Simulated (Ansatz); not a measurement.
**TiC under strains and displacements**

Computed with DFT PBE, scalar-relativistic, plane waves, PAW in Ansatz.

Settings: cutoff 420 eV, Γ-centred mesh 14×14×14 on the computed 2-atom cell, Gaussian smearing of 0.10 eV; no spin polarisation.

Reference cell:

```yaml
crystal:
  lattice:
    - [0.00000, 2.16400, 2.16400]
    - [2.16400, 0.00000, 2.16400]
    - [2.16400, 2.16400, 0.00000]
  atoms:
    - { symbol: Ti, position: [0.00000, 0.00000, 0.00000] }
    - { symbol: C, position: [0.50000, 0.50000, 0.50000] }
```

Each variant moves atoms of this cell by the vectors given, if any (Å), and then applies a symmetric strain (tensor components, Cartesian axes). The reference cell isn't relaxed at this level. Energies are per atom at zero smearing, counted from the lowest variant. Pressure is positive in compression.

1. no strain; moves: C2 (0.000, 0.000, 0.090)
2. no strain; moves: Ti1 (0.150, 0.000, 0.000)
3. strain (xx yy zz yz xz xy, %) 1.50 0.68 0.83 0.09 -0.12 0.43; moves: Ti1 (0.025, 0.011, -0.012); C2 (-0.025, -0.011, 0.012)
4. strain (xx yy zz yz xz xy, %) 2.51 2.90 2.82 0.50 -0.19 -0.28; moves: Ti1 (-0.076, 0.206, 0.120); C2 (0.076, -0.206, -0.120)
5. strain (xx yy zz yz xz xy, %) 3.27 -0.60 2.01 -3.00 0.09 1.52; moves: Ti1 (0.239, 0.056, -0.045); C2 (-0.239, -0.056, 0.045)
6. strain (xx yy zz yz xz xy, %) 1.08 0.82 1.54 0.25 -0.50 0.09; moves: Ti1 (-0.001, 0.012, 0.027); C2 (0.001, -0.012, -0.027)
7. no strain; moves: Ti1 (0.000, 0.090, 0.000)
8. no strain; moves: C2 (-0.022, 0.066, 0.133)
9. no strain; moves: C2 (0.118, 0.080, -0.049)

```tsv
variant	ΔE (meV/atom)	P (GPa)	largest force (eV/Å)	gap on mesh (eV)	space group
1	4.8	1.83	0.82	0	I4mm
2	37.3	3.58	1.38	0	I4mm
3	0.0	-5.88	0.49	0	P1
4	481.0	8.53	4.24	0.63	P1
5	608.7	19.83	6.04	0	P1
6	1.9	-6.83	0.48	0	P1
7	4.8	1.83	0.82	0	I4mm
8	36.4	3.53	1.31	0	P1
9	36.0	3.51	1.27	0	P1
```

 Variants 1 and 7 give the same numbers, which suggests that symmetry relates their distortions.